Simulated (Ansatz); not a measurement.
`CCCCCCCO` + H₂ → `CCCCO` + propane  (hydrogenolysis of a C–C bond)

Computed with Ansatz on PBE0-D4/def2-TZVP structures; ΔE is electronic, products minus reactants. CCSD(T)/CBS is the MP2 limit (def2-TZVPP, def2-QZVPP) plus CCSD(T) − MP2 in def2-TZVPP, frozen cores. This one scheme is used for every species. DFT in def2-TZVPP. B3LYP here is the variant with VWN-RPA as its local correlation; programs differ in this. Each species was taken in one conformer, which may not be the lowest.

```
             level  ΔE (kJ/mol)  difference from CCSD(T)/CBS
       LDA (SPW92)        -57.1                          4.4
         revPBE-D4        -57.3                          4.2
         r2SCAN-D4        -65.6                         -4.1
            B97M-V        -70.8                         -9.3
           PBE0-D4        -66.1                         -4.6
        r2SCAN0-D4        -67.2                         -5.7
            B2PLYP        -75.0                        -13.5
              BLYP        -86.0                        -24.5
             B3LYP        -84.4                        -22.9
             BHLYP        -84.1                        -22.6
      MP2/def2-SVP        -59.7                          1.8
     HF/def2-TZVPP        -93.6                        -32.1
SCS-MP2/def2-TZVPP        -64.5                         -3.0
CCSD(T)/def2-TZVPP        -62.5                         -1.0
     HF/def2-QZVPP        -93.6                        -32.1
    MP2/def2-QZVPP        -57.6                          3.9
       CCSD(T)/CBS        -61.5                            0
```

Largest T1 diagnostic among the species: 0.009.

In def2-TZVPP, CCSD(T) changes the Hartree–Fock value by +31.1 kJ/mol (the triples alone add +5.6 kJ/mol) and MP2 by +35.5 kJ/mol. The D4 term adds +16.2 kJ/mol with B3LYP and +9.7 kJ/mol with PBE0; it sums over pairs of atoms, weighted by their polarisabilities, and B3LYP, whose exchange is more repulsive, gets the larger term. Leaving LDA and LC-ωPBE aside and taking each functional with its dispersion term where it has one, the values spread over 17.7 kJ/mol, from B2PLYP to revPBE-D4. LDA lies +17.5 kJ/mol from PBE without D4.

CCSD(T)/CBS has its own doubt, a few kJ/mol and more with outer-core shells, so smaller differences from it don't rank the levels.
